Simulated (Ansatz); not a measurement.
## Zone-centre phonons of MoP at 9 GPa: input and output

The calculation used Ansatz, DFT LDA, scalar-relativistic, plane waves, PAW.

Launched with:
```bash
ansatz run input.yaml --threads 1 --pin off --max-ram 3072MiB --backend cpu --events-out ev --progress --plain --runs-dir out
```

Input (bare energies are in eV):
```yaml
crystal:
  lattice:
    - [3.1489992267, 0.0, 0.0]
    - [-1.5744996133, 2.7271133268, 0.0]
    - [0.0, 0.0, 3.1347226087]
  atoms:
    - { symbol: Mo, position: [0.0, 0.0, 0.0] }
    - { symbol: P, position: [0.3333333333, 0.6666666667, 0.5] }
basis:
  ecutwfc: 420
kpoints:
  mp_grid: { grid: [18, 18, 14] }
hamiltonian:
  xc: lda
scf:
  occupations: { method: fermi_dirac, width: 0.15 }
output:
  eigenvalues: true
phonons:
  method: dfpt
  eigenvectors: true
```

Results section of the output:
```
--- Phonons (Γ-DFPT): 4 representative perturbations + reference, on 728 of 4536 k-points (Σ response iterations 12) ---
  k mesh reduced under 4 symmetry operations, with k and −k counted as one. Each operation leaves every solved displacement unchanged or reverses it
  ASR residual: 1.168e-3 → 0.000e0 eV/Å²; symmetrization residual: 1.627e-6 eV/Å²
  ASR residual per site (eV/Å²): 1.17e-3 6.41e-6
  Γ frequencies (cm⁻¹): 0.00 0.00 0.00 434.28 434.28 439.47
  non-analytic LO–TO correction: not included (Born effective charges unavailable; polar crystals: no LO–TO splitting at Γ)
```

The run took 120 s on 1 thread of Arm Neoverse V1, on a shared host, peak memory 1 GiB.

In a metal, frequencies and elastic constants depend on the k mesh and the smearing, soft modes and shear constants most. Other phases may be more stable at this pressure.